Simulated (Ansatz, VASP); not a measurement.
## Mg in VASP and in Ansatz

```
CELL_PARAMETERS angstrom
-1.77276 1.87248 1.87248
1.77276 -1.67305 1.67305
1.77276 1.67305 -1.67305
ATOMIC_POSITIONS crystal
Mg 0.00000 0.00000 0.00000
```

Change from the starting cell: strain +0.1125 x Voigt [0, 0, 0, 1, 0, 0], atoms carried along.

Alike in both runs: task single point; functional LDA; k mesh 18 × 18 × 18; occupations gaussian, width 0.15 eV; no spin polarisation.

```csv
,VASP,Ansatz
version,VASP 6.6.1,Ansatz 0.2.0
potentials or method,"VASP PAW LDA potentials, release 64 (Mg)","scalar-relativistic, plane waves, PAW"
plane-wave cutoff (eV),520,420
valence electrons in the cell,2,10
```

VASP gave:

| Item | Value |
| --- | --- |
| gap on the k mesh at the Fermi level (eV) | none |
| pressure (GPa) | -0.9 |
| largest component of the traceless stress (GPa) | 3.41 |

Question: Estimate Ansatz's values.

Answer: gap on the k mesh at the Fermi level (eV): none; pressure (GPa): -0.6; largest component of the traceless stress (GPa): 3.39.

A gap of «none» marks a metal or a gap that the smearing closes. The two sets of potentials don't hold the same shells in valence.
